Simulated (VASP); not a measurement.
Crystal: AlGa7N8.

```
Al Ga N
1.0
     0.00000    0.00000   -5.16152
     3.17126    5.49279    0.00000
     3.17126   -5.49279    0.00000
Al Ga N
1 7 8
Cartesian
  1.5856 -0.9155 -0.0082
  3.1740 -3.6603 -0.0059
  3.1685 1.8325 -0.0059
  4.7569 -0.9186 -0.0059
  3.1637 -1.8266 -2.5838
  1.5856 0.9068 -2.5838
  4.7569 0.9155 -2.5859
  3.1788 3.6662 -2.5838
  1.5856 -0.9155 -3.2699
  3.1740 -3.6603 -3.2166
  3.1686 1.8325 -3.2166
  4.7569 -0.9186 -3.2166
  3.1391 -1.8124 -0.6283
  1.5856 0.8783 -0.6283
  4.7569 0.9155 -0.6393
  3.2034 3.6804 -0.6283
```

The cell was built by a generator and needn't be a form met in nature.

Program: VASP 6.6.1. Alike in all runs: task band structure; potentials or basis VASP PAW PBE potentials, release 64 (Al, Ga_d, N); no spin polarisation; cell as given; k mesh 6 × 6 × 5; cutoff (eV) 520; smearing gaussian 0.03 eV.

Question: Order these runs on this cell by their band gap on the k mesh, lowest first.
A. level PBEsol
B. level r2SCAN
C. level TB-mBJ

Answer: A (2.17 eV), B (2.64 eV), C (3.36 eV).

